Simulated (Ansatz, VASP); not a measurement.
ZnCu in VASP and in Ansatz

```
Zn Cu
1.0
     2.96324    0.00000    0.00000
     0.00000    2.96324    0.00000
     0.00000    0.00000    2.96324
Zn Cu
1 1
Cartesian
  1.4816 1.4816 1.4816
  0.0000 0.0000 0.0000
```

Alike in both runs: task electric field gradients; functional PBE; k mesh 14 × 14 × 14; occupations fermi-dirac, width 0.05 eV; no spin polarisation.

|  | VASP | Ansatz |
| --- | --- | --- |
| version | VASP 6.6.1 | Ansatz 0.2.0 |
| potentials or method | VASP PAW PBE potentials, release 64 (Zn, Cu), cutoff 520 eV | all-electron PAW with datasets made for the crystal, scalar-relativistic |

Ansatz gave:

```
pressure (GPa)                                                 : 0.0
Vzz of the field gradient on the site that differs most (V/Å²) : 0.0
```

Problem. What did VASP give for the same quantities?

Solution. Pressure (GPa): 0.6; Vzz of the field gradient on the site that differs most (V/Å²): 0.0.

Ansatz ran all-electron here, so the differences hold the error of VASP's frozen core and of both bases.
